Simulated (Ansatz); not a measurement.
The system is Bi2Te2Se.

```xyz
5
Lattice="2.1610 1.2476 10.5856 -2.1610 1.2476 10.5856 0.0000 -2.4953 10.5856" Properties=species:S:1:pos:R:3 pbc="T T T"
Bi    0.0000    0.0000   12.4398
Bi    0.0000    0.0000   19.3169
Te    0.0000    0.0000   24.7831
Te    0.0000    0.0000    6.9736
Se    0.0000    0.0000    0.0000
```

The cell is a database's computed one.

| Property | Result |
| --- | --- |
| Program | Ansatz 0.2.0 |
| Task | relaxation of cell and atoms |
| Functional | LDA |
| Potentials or basis | Ansatz PAW |
| Cutoff | 420 eV (not typed: the program's choice for these potentials) |
| k mesh | 7 × 7 × 7 |
| Occupations | fermi-dirac, width 0.05 eV |
| Spin | no spin polarisation |

At the start: volume 34.25 Å³/atom.

How do energy, volume and symmetry change on relaxing?

It ends after 8 steps and the volume is 30.77 Å³/atom (-10.2 %); space group R-3m (No. 166, to 0.05 Å).

The path:
```tsv
step	energy change (eV)	largest force (eV/Å)	volume (Å³)
1	0.0000	0.1376	171.24
2	-0.1093	0.1340	151.48
3	-0.1469	0.0637	155.06
4	-0.1565	0.0381	152.96
5	-0.1574	0.0176	154.14
6	-0.1574	0.0385	153.90
7	-0.1577	0.0009	153.84
8	-0.1548	0.0007	153.84
```

Final structure:
```cif
data_structure
_symmetry_space_group_name_H-M 'P 1'
_symmetry_Int_Tables_number 1
_cell_length_a 10.0805
_cell_length_b 10.0805
_cell_length_c 10.0805
_cell_angle_alpha 24.413
_cell_angle_beta 24.413
_cell_angle_gamma 24.413
_cell_volume 153.84
loop_
_atom_site_label
_atom_site_type_symbol
_atom_site_fract_x
_atom_site_fract_y
_atom_site_fract_z
_atom_site_occupancy
Bi1 Bi 0.39489 0.39489 0.39489 1
Bi2 Bi 0.60511 0.60511 0.60511 1
Te1 Te 0.78813 0.78813 0.78813 1
Te2 Te 0.21187 0.21187 0.21187 1
Se1 Se 0.00000 0.00000 0.00000 1
```

Caveat: the plane-wave basis is chosen anew once the cell has moved, so the energies of steps on either side of that aren't comparable; the PAW data sets come from PBE, with cores solved anew for the run's functional, which leaves a small shift of forces and pressure.
